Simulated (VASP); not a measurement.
Here is a VASP 6.6.1 calculation.

Contents of INCAR:

```
  ALGO = Normal
  EDIFF = 1E-6
  EDIFFG = -0.01
  ENCUT = 600
  GGA = PS
  IBRION = 2
  ISIF = 3
  ISMEAR = -1
  IVDW = 12
  LASPH = T
  LCHARG = F
  LREAL = F
  LWAVE = F
  NELM = 60
  NSW = 60
  PREC = Accurate
  SIGMA = 0.05
```

File KPOINTS:

```
k-points
0
Gamma
  8 8 8
```

The input POSCAR:

```
PbSe
1.0
    0.0000000000      3.0606500000      3.0606500000
    3.0606500000      0.0000000000      3.0606500000
    3.0606500000      3.0606500000      0.0000000000
Pb Se
1 1
Direct
    0.0000000000      0.0000000000      0.0000000000
    0.5000000000      0.5000000000      0.5000000000
```

Potentials or basis: VASP PAW PBE potentials, release 64 (Pb_d, Se).

The run is started by

```console
$ cat potpaw_PBE.64/Pb_d/POTCAR potpaw_PBE.64/Se/POTCAR > POTCAR
$ mpirun -np 1 vasp_std > vasp.out
```

Q: What does it give for the dispersion energy per atom?

A: -0.376 eV.

Q: Estimate the relaxed cell.

A: a = 4.260 Å, b = 4.260 Å, c = 4.260 Å, α = 60.00°, β = 60.00°, γ = 60.00°.

Step by step:
```tsv
step	energy change (eV)	largest force (eV/Å)	pressure (GPa)	volume (Å³)
1	0.0000	0.0000	-2.52	57.34
2	-0.0189	0.0000	1.07	53.68
3	-0.0220	0.0000	-0.01	54.65
```

Caveat: the PAW data sets were made with another functional, which shifts forces and pressure a little.

The cell as given is a measured one (28.67 Å³/atom); PBEsol+D3(BJ) puts the equilibrium volume -4.7 % from it, thermal expansion not counted.
